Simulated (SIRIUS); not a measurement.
Here is a SIRIUS 7.10.0 calculation.

Contents of sirius.json:

```json
{
  "control": {
    "processing_unit": "cpu",
    "verbosity": 2,
    "num_bands_to_print": 16,
    "print_forces": true,
    "print_stress": true
  },
  "parameters": {
    "electronic_structure_method": "pseudopotential",
    "xc_functionals": ["XC_GGA_X_PBE", "XC_GGA_C_PBE"],
    "gk_cutoff": 6.7,
    "pw_cutoff": 20.0,
    "ngridk": [12, 12, 12],
    "shiftk": [0, 0, 0],
    "smearing": "fermi_dirac",
    "smearing_width": 0.0018374661,
    "num_bands": 16,
    "num_mag_dims": 0,
    "num_dft_iter": 100,
    "energy_tol": 1e-08,
    "density_tol": 1e-06
  },
  "iterative_solver": {
    "type": "davidson",
    "min_tolerance": 1e-09,
    "tolerance_scale": [0.1, 0.25]
  },
  "mixer": {
    "type": "anderson",
    "beta": 0.7,
    "max_history": 8
  },
  "settings": {
    "tol_ne": 1e-10
  },
  "unit_cell": {
    "lattice_vectors": [
      [0.0, 0.707106781187, 0.707106781187],
      [0.707106781187, 0.0, 0.707106781187],
      [0.707106781187, 0.707106781187, 0.0]
    ],
    "lattice_vectors_scale": 5.2019751464,
    "atom_coordinate_units": "lattice",
    "atom_types": ["Pd"],
    "atom_files": {
      "Pd": "Pd.json"
    },
    "atoms": {
      "Pd": [
        [0.0, 0.0, 0.0]
      ]
    }
  }
}
```

Potentials or basis: JTH 2.0 PBE (PAW).

Command:

```bash
$ upf_to_json Pd.GGA_PBE-JTH.UPF
$ OMP_NUM_THREADS=1 sirius.scf --input=sirius.json --output=out.json --task=0
```

Predict the band gap on the k mesh.

none (metal or under the smearing width).

Predict the pressure.

14.3 GPa.
